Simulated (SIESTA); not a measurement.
**TiB2 under changes of volume**

One of the cells (8.552 Å³/atom); the others are scaled copies at fixed shape and fractional positions:

```
CELL_PARAMETERS angstrom
3.02920 0.00000 0.00000
-1.51460 2.62336 0.00000
0.00000 0.00000 3.22840
ATOMIC_POSITIONS crystal
Ti 0.00000 0.00000 0.00000
B 0.66667 0.33333 0.50000
B 0.33333 0.66667 0.50000
```

| Property | Result |
| --- | --- |
| Program | SIESTA 5.4.2 |
| Functional | PBEsol |
| Potentials or basis | PseudoDojo 0.4 standard (PBEsol files) |
| Basis | DZP (energy shift 0.003 Ry; two zetas on semicore shells) |
| Grid cutoff | 800 Ry |
| Energy shift | 0.003 Ry |
| k mesh | 10 × 10 × 8 |
| Occupations | fermi-dirac, width 0.05 eV |
| Spin | no spin polarisation |

| volume (Å³/atom) | energy over the lowest point (meV/atom) | pressure (GPa) |
| --- | --- | --- |
| 8.039 | 19.48 | 15.1 |
| 8.210 | ? | ? |
| 8.381 | 0.45 | 3.1 |
| 8.552 | 0.00 | -2.1 |
| 8.723 | 4.91 | -7.0 |
| 8.894 | 14.67 | -11.2 |
| 9.065 | 28.85 | -15.2 |

Q: What does the run at 8.210 Å³/atom give?

A: Energy over the lowest point 6.77 meV/atom; pressure 8.8 GPa.

Worked out: A Birch-Murnaghan fit of order 3 (a polynomial in V^(-2/3)) to the other rows has its minimum at 8.48 Å³/atom with B0 = V·E''(V) = 258 GPa and B' = 3.7 at fixed shape and positions, which overstates the stiffness. It gives 6.74 meV/atom at 8.210 Å³/atom, against the run's 6.77, and -dE/dV = 8.8 GPa, against 8.8.

Energies are extrapolated to zero smearing.

Caveats: the basis of atomic orbitals isn't converged, which shifts pressures, moduli and gaps.
